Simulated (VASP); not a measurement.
# TePb: relaxation of cell and atoms with LDA

The system is TePb.

```
CELL_PARAMETERS angstrom
0.00000 3.27090 3.27090
3.27090 0.00000 3.27090
3.27090 3.27090 0.00000
ATOMIC_POSITIONS crystal
Pb 0.00000 0.00000 0.00000
Te 0.50000 0.50000 0.50000
```

The cell is a database's computed one.

```json
{
  "Program": "VASP 6.6.1",
  "Task": "relaxation of cell and atoms",
  "Functional": "LDA",
  "Potentials or basis": "VASP PAW LDA potentials, release 64 (Pb_d, Te)",
  "Cutoff": "300 eV",
  "k mesh": "5 × 5 × 5",
  "Occupations": "gaussian, width 0.02 eV",
  "Spin": "no spin polarisation",
  "Further INCAR settings": "ALGO = Fast; EDIFF = 1e-06; IBRION = 2; EDIFFG = -0.005; NSW = 40; ISIF = 3"
}
```

```yaml
Relaxed_volume: 32.28 Å³/atom
Relaxed_cell: a = 4.503 Å, b = 4.503 Å, c = 4.503 Å, α = 60.00°, β = 60.00°, γ = 60.00°
Space_group_after_relaxing_to_0.05_Å: Fm-3m (No. 225)
Energy_gained_by_relaxing: 30.3 meV/atom
Ionic_steps: 3
Pressure_after_relaxing: 0.0 GPa
```

The path:
| step | energy change (eV) | largest force (eV/Å) | pressure (GPa) | volume (Å³) |
| --- | --- | --- | --- | --- |
| 1 | 0.0000 | 0.0000 | -3.33 | 69.99 |
| 2 | -0.0534 | 0.0000 | 1.39 | 62.88 |
| 3 | -0.0607 | 0.0000 | -0.01 | 64.56 |

Final structure:
```cif
data_structure
_symmetry_space_group_name_H-M 'P 1'
_symmetry_Int_Tables_number 1
_cell_length_a 4.5030
_cell_length_b 4.5030
_cell_length_c 4.5030
_cell_angle_alpha 60.000
_cell_angle_beta 60.000
_cell_angle_gamma 60.000
_cell_volume 64.56
loop_
_atom_site_label
_atom_site_type_symbol
_atom_site_fract_x
_atom_site_fract_y
_atom_site_fract_z
_atom_site_occupancy
Pb1 Pb 0.00000 0.00000 0.00000 1
Te1 Te 0.50000 0.50000 0.50000 1
```

Levels at points of the mesh, in eV from the Fermi level:
```csv
k point,band 7,band 8,band 9,band 10,band 11,band 12,band 13,band 14
"(0.00, 0.00, 0.00)",-5.49,-1.44,-1.44,-1.44,4.11,4.11,4.11,5.75
```

Wall time 12 s on 1 thread of Intel(R) Xeon(R) Platinum 8488C (Sapphire Rapids), with other jobs on the host, peak memory 0.14 GiB.

Caveat: this odd mesh misses L, where the gap lies, so gap, dielectric constants and Born charges aren't listed. The run has no spin-orbit coupling, so splittings on Pb, Te are missing.
